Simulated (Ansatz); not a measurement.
# NbC (Niobocarbide): the cost of one run

Computed with the Python package of Ansatz 0.2.0. Level of theory: DFT PBEsol, plane waves, PAW.

### 1 The system

It takes space group Fm-3m (No. 225, cubic). The conventional cell has a = 4.469 Å, b = 4.469 Å, c = 4.469 Å, α = 90.00°, β = 90.00°, γ = 90.00°. Nb (site symmetry m-3m) is surrounded by 6 C at 2.23 Å. C (site symmetry m-3m) has 6 Nb at 2.23 Å as nearest neighbours.

The script holds or builds the structure itself.

### 2 The script

run_push.py

```python
"""Frozen displacement of one atom in NbC."""

import warnings

import ansatz as az
import numpy as np

OCCUPATIONS = "Fermi-Dirac"
XC = "pbesol"


def main() -> None:
    warnings.simplefilter("ignore", az.DeckWarning)

    vectors = np.array([
        [0.0, 2.23455, 2.23455],
        [2.23455, 0.0, 2.23455],
        [2.23455, 2.23455, 0.0],
    ])
    xtal = (
        az.Lattice.of(vectors)
        .atom("Nb", (0.0, 0.0, 0.0))
        .atom("C", (0.5, 0.5, 0.5))
    )

    inverse = np.linalg.inv(np.array(xtal.lattice.vectors))
    home = np.array(xtal.sites[1].position)
    values = np.linspace(-0.05, 0.05, 5)
    energies, pulls = [], []
    for shift in values:
        moved = xtal.move(1, to=home + shift * inverse[0])
        model = moved.calculation().occupations(OCCUPATIONS).functional(XC).kpoints(12).forces()
        rep = model.run(threads=1).report
        energies.append(rep["free_energy_ev"])
        pulls.append(rep["forces_ev_ang"][1][0])

    # the force is minus the slope of the free energy
    print("shift (A)   dE (eV)   force along x (eV/A)")
    for shift, e, f in zip(values, energies, pulls):
        print(f"{shift:8.3f} {e - energies[2]:10.5f} {f:12.4f}")
    print(f"stiffness from energies {2 * np.polyfit(values, energies, 2)[0]:.3f}, from forces {-np.polyfit(values, pulls, 1)[0]:.3f} eV/A^2")


if __name__ == "__main__":
    main()
```

### 3 The input behind the calls

The package turns the script's settings into the engine's input (first run):

```yaml
crystal:
  lattice:
    - [0.0, 2.23455, 2.23455]
    - [2.23455, 0.0, 2.23455]
    - [2.23455, 2.23455, 0.0]
  atoms:
    - { symbol: Nb, position: [0.0, 0.0, 0.0] }
    - { symbol: C, position: [0.5111879349309705, 0.4888120650690296, 0.4888120650690296] }
kpoints:
  mp_grid:
    grid: [12, 12, 12]
hamiltonian:
  xc: pbesol
scf:
  occupations:
    method: fermi_dirac
output:
  forces: true
```

### 4 Launch

Run with:

```sh
> python run_push.py
```

**Question.** How long does this script take on 1 thread of Arm Neoverse V1, shared host, and how much memory does it need?

About 27 s, with a peak of 0.42 GiB.
